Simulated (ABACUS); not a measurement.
The system is Ge.

```xyz
1
Lattice="-1.6084 1.6084 1.8732 1.6084 -1.6084 1.8732 1.6084 1.6084 -1.8732" Properties=species:S:1:pos:R:3 pbc="T T T"
Ge    0.0000    0.0000    1.8732
```

The cell was built by a generator and needn't be a form met in nature.

Program: ABACUS 3.10.1. Alike in all runs: task single point; potentials or basis SG15 ONCV 1.2 PBE, plane waves; no spin polarisation; cell as given; k mesh 12 × 12 × 12; cutoff (eV) 1075; smearing fermi-dirac 0.05 eV.

**Question.** Order these runs on this cell by their pressure, lowest first.
A. level revPBE
B. level LDA
C. level r2SCAN
D. level TPSS

**Answer.** B (-6.6 GPa), C (-2.8 GPa), D (-0.4 GPa), A (3.0 GPa).

Caveats: the potentials were made for another functional, which shifts forces and pressure.

Runs at the PBE level aren't shown here.
